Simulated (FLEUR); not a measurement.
# InAs (F-43m) in FLEUR: a series of runs

One crystal, InAs, is run at these levels: PBE, SCAN; tasks: band structure.

Everything below comes from runs of FLEUR MaX-R8.1 (later development tree). Logs are shortened: lines on timing, memory, paths and dates and some standing lists are left out, and cuts for length are marked.

**The experiment to reproduce.**

From a printed reference work, data compilation, for a bulk crystal of InAs at 4.2 K: band gap 0.418 eV (direct).

How close the calculation comes is told below.

## 1. Starting point

It takes space group F-43m (No. 216, cubic). The conventional cell has a = 6.036 Å, b = 6.036 Å, c = 6.036 Å, α = 90.00°, β = 90.00°, γ = 90.00°. In (site symmetry -43m) is surrounded by 4 As at 2.61 Å. As (site symmetry -43m) is surrounded by 4 In at 2.61 Å.

## 2. Band structure, PBE

File inp.xml:

```xml
<?xml version="1.0" encoding="UTF-8" standalone="no"?>
<fleurInput fleurInputVersion="0.39">
   <comment>
      InAs                                                                                                
   </comment>
   <calculationSetup>
      <cutoffs Kmax="4.41" Gmax="13.7" GmaxXC="13.7" numbands="0"/>
      <scfLoop itmax="60" minDistance="0.00001" maxIterBroyd="15" imix="Anderson" alpha="0.05" precondParam="0.0" spinf="2.0" sdNocoIR="T"/>
      <coreElectrons ctail="T" frcor="F" kcrel="0" coretail_lmax="0"/>
      <xcFunctional name="pbe" relativisticCorrections="F"/>
      <magnetism jspins="1"/>
      <soc l_soc="F" theta="0.0" phi="0.0" spav="F"/>
      <expertModes spex="0" secvar="F"/>
      <geometryOptimization l_f="F" forcealpha="1.0" forcemix="BFGS" epsdisp="0.00001" epsforce="0.00001"/>
      <ldaU l_linMix="F" mixParam="0.05" spinf="1.0"/>
   </calculationSetup>
   <cell>
      <bzIntegration valenceElectrons="42.0" mode="hist" fermiSmearingEnergy="0.00183747">
         <kPointListSelection listName="default-1"/>
         <!-- k-points included here -->
         <xi:include xmlns:xi="http://www.w3.org/2001/XInclude" href="kpts.xml"> </xi:include>
      </bzIntegration>
      <!-- symmetry operations included here -->
      <xi:include xmlns:xi="http://www.w3.org/2001/XInclude" href="sym.xml"> </xi:include>
      <bulkLattice scale="1.0">
         <bravaisMatrix>
[... 31 lines left out ...]
         </electronConfig>
         <energyParameters s="4" p="4" d="3" f="4"/>
         <lo type="SCLO" l="1" n="3" eDeriv="0"/>
         <lo type="SCLO" l="1" n="3" eDeriv="1"/>
         <lo type="HELO" l="2" n="4" eDeriv="0"/>
         <lo type="HELO" l="2" n="4" eDeriv="1"/>
         <lo type="SCLO" l="0" n="4" eDeriv="2"/>
         <lo type="SCLO" l="3" n="4" eDeriv="2"/>
      </species>
   </atomSpecies>
   <atomGroups>
      <atomGroup species="Indium (In)">
         <relPos label="                   1">.0000000000 .0000000000 .0000000000</relPos>
         <force calculate="T" relaxXYZ="TTT"/>
      </atomGroup>
      <atomGroup species="Arsenic (As)">
         <relPos label="                   2">-1.000/4.000 -1.000/4.000 -1.000/4.000</relPos>
         <force calculate="T" relaxXYZ="TTT"/>
      </atomGroup>
   </atomGroups>
   <output dos="F" band="F" slice="F">
      <checks vchk="F" cdinf="F"/>
      <bandDOS minEnergy="-.5*Htr" maxEnergy="0.5*Htr" sigma="0.015" storeEVData="T"/>
      <vacuumDOS vacdos="F" integ="F" star="F" nstars="0" locx1="0.0" locy1="0.0" locx2="0.0" locy2="0.0" nstm="0" tworkf="0.0"/>
      <unfoldingBand unfoldBand="F" supercellX="1" supercellY="1" supercellZ="1"/>
      <plotting iplot="0" polar="F">
         <plot TwoD="T" vec1="  1.0  0.0  0.0" vec2="  0.0  1.0  0.0" vec3="  0.0  0.0  1.0" zero="  0.0  0.0  0.0" file="plot"/>
      </plotting>
      <chargeDensitySlicing numkpt="0" minEigenval="0.0" maxEigenval="0.0" nnne="0" pallst="F"/>
      <specialOutput eonly="F"/>
      <moessbauerParams electricFieldGradient="T" isomerShift="T" coreHyperfine="T" valenceHyperfine="T"/>
      <magneticCircularDichroism mcd="F" energyLo="-10.0" energyUp="0.0"/>
   </output>
  <!-- We include the file relax.xml here to enable relaxations (see documentation) -->
  <xi:include xmlns:xi="http://www.w3.org/2001/XInclude" href="relax.xml"> <xi:fallback/> </xi:include>
</fleurInput>
```

File crystal.txt:

```
InAs
&input cartesian=F /
0.0000000000  3.0180000000  3.0180000000
3.0180000000  0.0000000000  3.0180000000
3.0180000000  3.0180000000  0.0000000000
1.8897261246
1.0 1.0 1.0

2
49 0.0000000000  0.0000000000  0.0000000000
33 0.7500000000  0.7500000000  0.7500000000

&kpt div1=8 div2=8 div3=8 gamma=T /
```

File inp.xml (bands):

```
<?xml version="1.0" encoding="UTF-8" standalone="no"?>
<fleurInput fleurInputVersion="0.39">
   <comment>
      InAs                                                                                                
   </comment>
   <calculationSetup>
      <cutoffs Kmax="4.41" Gmax="13.7" GmaxXC="13.7" numbands="0"/>
      <scfLoop itmax="60" minDistance="0.00001" maxIterBroyd="15" imix="Anderson" alpha="0.05" precondParam="0.0" spinf="2.0" sdNocoIR="T"/>
      <coreElectrons ctail="T" frcor="F" kcrel="0" coretail_lmax="0"/>
      <xcFunctional name="pbe" relativisticCorrections="F"/>
      <magnetism jspins="1"/>
      <soc l_soc="F" theta="0.0" phi="0.0" spav="F"/>
      <expertModes spex="0" secvar="F"/>
      <geometryOptimization l_f="F" forcealpha="1.0" forcemix="BFGS" epsdisp="0.00001" epsforce="0.00001"/>
      <ldaU l_linMix="F" mixParam="0.05" spinf="1.0"/>
   </calculationSetup>
   <cell>
      <bzIntegration valenceElectrons="42.0" mode="hist" fermiSmearingEnergy="0.00183747">
         <kPointListSelection listName="path-1"/>
         <!-- k-points included here -->
         <xi:include xmlns:xi="http://www.w3.org/2001/XInclude" href="kpts.xml"> </xi:include>
      </bzIntegration>
      <!-- symmetry operations included here -->
      <xi:include xmlns:xi="http://www.w3.org/2001/XInclude" href="sym.xml"> </xi:include>
      <bulkLattice scale="1.0">
[... 32 lines left out ...]
         </electronConfig>
         <energyParameters s="4" p="4" d="3" f="4"/>
         <lo type="SCLO" l="1" n="3" eDeriv="0"/>
         <lo type="SCLO" l="1" n="3" eDeriv="1"/>
         <lo type="HELO" l="2" n="4" eDeriv="0"/>
         <lo type="HELO" l="2" n="4" eDeriv="1"/>
         <lo type="SCLO" l="0" n="4" eDeriv="2"/>
         <lo type="SCLO" l="3" n="4" eDeriv="2"/>
      </species>
   </atomSpecies>
   <atomGroups>
      <atomGroup species="Indium (In)">
         <relPos label="                   1">.0000000000 .0000000000 .0000000000</relPos>
         <force calculate="T" relaxXYZ="TTT"/>
      </atomGroup>
      <atomGroup species="Arsenic (As)">
         <relPos label="                   2">-1.000/4.000 -1.000/4.000 -1.000/4.000</relPos>
         <force calculate="T" relaxXYZ="TTT"/>
      </atomGroup>
   </atomGroups>
   <output dos="F" band="T" slice="F">
      <checks vchk="F" cdinf="F"/>
      <bandDOS minEnergy="-.5*Htr" maxEnergy="0.5*Htr" sigma="0.015" storeEVData="T"/>
      <vacuumDOS vacdos="F" integ="F" star="F" nstars="0" locx1="0.0" locy1="0.0" locx2="0.0" locy2="0.0" nstm="0" tworkf="0.0"/>
      <unfoldingBand unfoldBand="F" supercellX="1" supercellY="1" supercellZ="1"/>
      <plotting iplot="0" polar="F">
         <plot TwoD="T" vec1="  1.0  0.0  0.0" vec2="  0.0  1.0  0.0" vec3="  0.0  0.0  1.0" zero="  0.0  0.0  0.0" file="plot"/>
      </plotting>
      <chargeDensitySlicing numkpt="0" minEigenval="0.0" maxEigenval="0.0" nnne="0" pallst="F"/>
      <specialOutput eonly="F"/>
      <moessbauerParams electricFieldGradient="T" isomerShift="T" coreHyperfine="T" valenceHyperfine="T"/>
      <magneticCircularDichroism mcd="F" energyLo="-10.0" energyUp="0.0"/>
   </output>
  <!-- We include the file relax.xml here to enable relaxations (see documentation) -->
  <xi:include xmlns:xi="http://www.w3.org/2001/XInclude" href="relax.xml"> <xi:fallback/> </xi:include>
</fleurInput>
```

Potentials or basis: all-electron, FLAPW.

The run is started by

```
$ inpgen -f crystal.txt -profile fastHighL
$ # inp.xml edited to the form shown
$ fleur_MPI
$ fleur_MPI   # second run, on inp.xml (bands)
```

What it wrote:

```text
Welcome to FLEUR        (www.flapw.de)
      MaX-Release 8.1          (www.max-centre.eu)

 ========== k-point set info ==========
 Selected k-point list: default-1
 k-point list type: mesh
 8 x 8 x 8
 Number of k points: 29

 ------------Calculation Setup---------------------------
 Number of MPI-tasks      :            1
 Number of PE/node        :            1
 Number of OMP-threads    :            1
 Most efficient MPI parallelization for:
           1          29
 Additional eigenvalue parallelization possible
 Number of basis functions:          630
 Approximate size of matrices (H+S) per k-point:         0.012 GB
 --------------------------------------------------------
 Iteration:     1   Distance:       6.31309288 me/bohr^3
 Iteration:     2   Distance:       5.82917490 me/bohr^3
 Iteration:     3   Distance:       2.99150912 me/bohr^3
 Iteration:     4   Distance:       1.02507937 me/bohr^3
 Iteration:     5   Distance:       0.90482489 me/bohr^3
 Iteration:     6   Distance:       0.11918249 me/bohr^3
 Iteration:     7   Distance:       0.06161717 me/bohr^3
 Iteration:     8   Distance:       0.04060493 me/bohr^3
 Iteration:     9   Distance:       0.00621313 me/bohr^3
 Iteration:    10   Distance:       0.00281557 me/bohr^3
 Iteration:    11   Distance:       0.00108093 me/bohr^3
 Iteration:    12   Distance:       0.00030956 me/bohr^3
 Iteration:    13   Distance:       0.00015294 me/bohr^3
 Iteration:    14   Distance:       0.00001502 me/bohr^3
 Iteration:    15   Distance:       0.00000936 me/bohr^3

 ********************************************************************
 Run finished successfully
 Stop message:
   all done
 ********************************************************************
```

output (bands):

```text
Welcome to FLEUR        (www.flapw.de)
      MaX-Release 8.1          (www.max-centre.eu)

 ========== k-point set info ==========
 Selected k-point list: path-1
 k-point list type: path
 Number of k points: 60

 ------------Calculation Setup---------------------------
 Number of MPI-tasks      :            1
 Number of PE/node        :            1
 Number of OMP-threads    :            1
 Most efficient MPI parallelization for:
           1           2           3           4           5           6          10          12          15          20          30          60
 Additional eigenvalue parallelization possible
 Number of basis functions:          636
 Approximate size of matrices (H+S) per k-point:         0.012 GB
 --------------------------------------------------------
 Fermi energy correction for metals:
 Fermi energy in bands.* files may not be consistent with last density.
 Please correct it manually (e.g. in band.gnu file).

 Note: Band structure data (together with different weights) is also stored in the banddos.hdf file.
       A convenient way of extracting and plotting the data from that file is by making use of the

 ********************************************************************
 Run finished successfully
 Stop message:
   Charge density postprocessing done.
 ********************************************************************
```

out.xml (last iteration):

```text
<iteration numberForCurrentRun="   15" overallNumber="   15">
         <energyParameters units="Htr">
            <atomicEP atomType="1" spin="1" branch="5s" branchLowest="-4.03" branchHighest="1.32" value="-0.0531959998"/>
            <atomicEP atomType="1" spin="1" branch="5p" branchLowest="-2.49" branchHighest="2.06" value="0.1148127106"/>
            <atomicEP atomType="1" spin="1" branch="4d" branchLowest="-15.52" branchHighest="-0.22" value="-0.3164619773"/>
            <atomicEP atomType="1" spin="1" branch="4f" branchLowest="-9.99" branchHighest="2.11" value="0.4356176547"/>
            <loAtomicEP atomType="1" spin="1" branch="4s" branchLowest="-28.59" branchHighest="-4.03" value="-4.0339715329"/>
            <loAtomicEP atomType="1" spin="1" branch="4p" branchLowest="-23.47" branchHighest="-2.49" value="-2.5153118535"/>
            <loAtomicEP atomType="1" spin="1" branch="4p" branchLowest="-23.47" branchHighest="-2.49" value="-2.5153118535"/>
            <loAtomicEP atomType="1" spin="1" branch="4d" branchLowest="-15.52" branchHighest="-0.22" value="-0.3268002435"/>
            <loAtomicEP atomType="1" spin="1" branch="4f" branchLowest="-9.99" branchHighest="2.11" value="0.4356197904"/>
            <atomicEP atomType="2" spin="1" branch="4s" branchLowest="-6.58" branchHighest="0.64" value="-0.2200070366"/>
            <atomicEP atomType="2" spin="1" branch="4p" branchLowest="-4.50" branchHighest="1.34" value="0.0420663901"/>
            <atomicEP atomType="2" spin="1" branch="3d" branchLowest="-9.99" branchHighest="-1.07" value="-1.0760093662"/>
            <atomicEP atomType="2" spin="1" branch="4f" branchLowest="-9.99" branchHighest="3.38" value="0.4257422592"/>
            <loAtomicEP atomType="2" spin="1" branch="3p" branchLowest="-47.48" branchHighest="-4.50" value="-4.5051220506"/>
            <loAtomicEP atomType="2" spin="1" branch="3p" branchLowest="-47.48" branchHighest="-4.50" value="-4.5051220506"/>
            <heloAtomicEP atomType="2" spin="1" branch="4d" branchLowest="1.86" branchHighest="1.86" value="1.8585407838"/>
            <heloAtomicEP atomType="2" spin="1" branch="4d" branchLowest="1.86" branchHighest="1.86" value="1.8585407838"/>
            <loAtomicEP atomType="2" spin="1" branch="4s" branchLowest="-6.58" branchHighest="0.64" value="-0.2200070366"/>
            <loAtomicEP atomType="2" spin="1" branch="4f" branchLowest="-9.99" branchHighest="3.38" value="0.4257457854"/>
         </energyParameters>
         <eigenvalues>
            <eigenvaluesAt spin="1" ikpt="1" k_x="0.00000000" k_y="0.00000000" k_z="0.00000000">
                      -4.5025356894       -4.5025356894       -4.5025356894       -4.0339600272       -2.5080590392
                      -2.5080590392       -2.5080590392       -1.0865582583       -1.0865582583       -1.0865582583
                      -1.0862679337       -1.0862679337       -0.3295462309       -0.3295462309       -0.3295462309
                      -0.3248469582       -0.3248469582       -0.2376441914        0.1933810332        0.1996178538
                       0.1996178538        0.1996178538        0.3436872506        0.3436872506        0.3436872506
                       0.4769546083        0.5576793976        0.5576793976        0.5843384754        0.5843384754
                       0.5843384754        0.6771179427        1.0176300213
[... 65 lines left out ...]
               <shell n="2" l="0" isomerShift="18021.12452"/>
               <shell n="2" l="1" isomerShift="414.36821"/>
               <shell n="3" l="0" isomerShift="3468.75365"/>
               <shell n="3" l="1" isomerShift="85.91755"/>
               <shell n="3" l="2" isomerShift="0.00001"/>
            </coreIsomerShift>
            <coreIsomerShift atomType="2" isTotal="35757.46391">
               <shell n="1" l="0" isomerShift="31973.84076"/>
               <shell n="2" l="0" isomerShift="3247.95446"/>
               <shell n="2" l="1" isomerShift="30.58265"/>
               <shell n="3" l="0" isomerShift="505.08604"/>
            </coreIsomerShift>
            <isomerShift atomType="1" nucleusRadius="0.0001148" averageDensity="177700.26825"/>
            <isomerShift atomType="2" nucleusRadius="0.0000996" averageDensity="35798.51537"/>
            <electricFieldGradient atomType="1" VXX="0.00000" VYY="0.00000" VZZ="0.00000" asymParam="0.00000">
            </electricFieldGradient>
            <electricFieldGradient atomType="2" VXX="0.00000" VYY="0.00000" VZZ="0.00000" asymParam="0.00000">
            </electricFieldGradient>
         </moessbauerParams>
         <totalEnergy                                    value="    -8144.3605056200" units="Htr">
            <sumOfEigenvalues                            value="    -4847.3641059345">
               <coreElectrons value="-4783.2731651034"/>
               <valenceElectrons value="-64.0909408310"/>
            </sumOfEigenvalues>
            <densityCoulombPotentialIntegral value="-13022.0055666504"/>
            <densityEffectivePotentialIntegral value="-13339.9914150706"/>
            <chargeDenXCDenIntegral value="-243.9376838424"/>
            <FockExchangeEnergyValence value="0.0000000000"/>
            <FockExchangeEnergyCore value="0.0000000000"/>
            <atomTypeDependentContributions atomType="1">
               <electronNucleiInteractionDifferentMTs value="7122.0652887145"/>
               <MadelungTerm value="-24.8188417094"/>
            </atomTypeDependentContributions>
            <atomTypeDependentContributions atomType="2">
               <electronNucleiInteractionDifferentMTs value="2718.7361720325"/>
               <MadelungTerm value="-16.4270451322"/>
            </atomTypeDependentContributions>
            <tkbTimesEntropy value="0.0000201419"/>
            <freeEnergy value="-8144.3605257620"/>
            <extrapolationTo0K value="-8144.3605156910"/>
         </totalEnergy>
         <densityConvergence units="me/bohr^3">
            <chargeDensity spin="1" distance="0.0000093561"/>
         </densityConvergence>
      </iteration>
```

It took 1.8 min on 1 thread of Arm Neoverse V2, shared host; peak memory 0.07 GiB.

Results:

```yaml
Free_energy: -221619.3400 eV
Band_gap_along_the_path: none (metal or under the smearing width)
Valence_electrons_inside_the_program's_atomic_spheres: In 18.83; As 19.05 (radii In 2.35, As 2.22 bohr)
```

Levels at the corners of the path, in eV from the Fermi level:
| point | band 17 | band 18 | band 19 | band 20 | band 21 | band 22 | band 23 | band 24 | band 25 | band 26 |
| --- | --- | --- | --- | --- | --- | --- | --- | --- | --- | --- |
| Γ | -14.32 | -11.95 | -0.22 | -0.05 | -0.05 | -0.05 | 3.87 | 3.87 | 3.87 | 7.50 |
| X | -14.30 | -9.92 | -5.90 | -2.39 | -2.39 | 1.50 | 2.02 | 9.17 | 9.27 | 9.27 |
| W | -14.31 | -9.86 | -5.76 | -3.02 | -2.94 | 4.19 | 4.25 | 4.97 | 6.05 | 9.82 |
| K | -14.31 | -9.93 | -5.77 | -3.34 | -2.01 | 2.07 | 4.24 | 7.29 | 7.39 | 7.77 |
| Γ | -14.32 | -11.95 | -0.22 | -0.05 | -0.05 | -0.05 | 3.87 | 3.87 | 3.87 | 7.50 |
| L | -14.31 | -10.46 | -5.83 | -1.04 | -1.04 | 0.92 | 4.64 | 4.64 | 6.82 | 9.03 |
| U | -14.31 | -9.93 | -5.77 | -3.34 | -2.01 | 2.07 | 4.24 | 7.29 | 7.39 | 7.77 |
| W | -14.31 | -9.86 | -5.76 | -3.02 | -2.94 | 4.19 | 4.25 | 4.97 | 6.05 | 9.82 |
| L | -14.31 | -10.46 | -5.83 | -1.04 | -1.04 | 0.92 | 4.64 | 4.64 | 6.82 | 9.03 |
| K | -14.31 | -9.93 | -5.77 | -3.34 | -2.01 | 2.07 | 4.24 | 7.29 | 7.39 | 7.77 |
| U | -14.31 | -9.93 | -5.77 | -3.34 | -2.01 | 2.07 | 4.24 | 7.29 | 7.39 | 7.77 |
| X | -14.30 | -9.92 | -5.90 | -2.39 | -2.39 | 1.50 | 2.02 | 9.17 | 9.27 | 9.27 |

Core levels (eV from the Fermi level):
```csv
atom,levels
1 In,"1s1/2 -27732.8, 2s1/2 -4147.6, 2p1/2 -3867.5, 2p3/2 -3656.6, 3s1/2 -783.6, 3p1/2 -670.6, 3p3/2 -632.5, 3d3/2 -432.6, 3d5/2 -424.8"
2 As,"1s1/2 -11710.5, 2s1/2 -1480.6, 2p1/2 -1322.2, 2p3/2 -1285.7, 3s1/2 -184.6"
```

Caveat: spin-orbit coupling is left out, which moves the levels of the heavy elements; this crystal is a semiconductor, whose small gap the functional closes, so the metal is an error of the method.

(Part 1 of 2 ends here.)
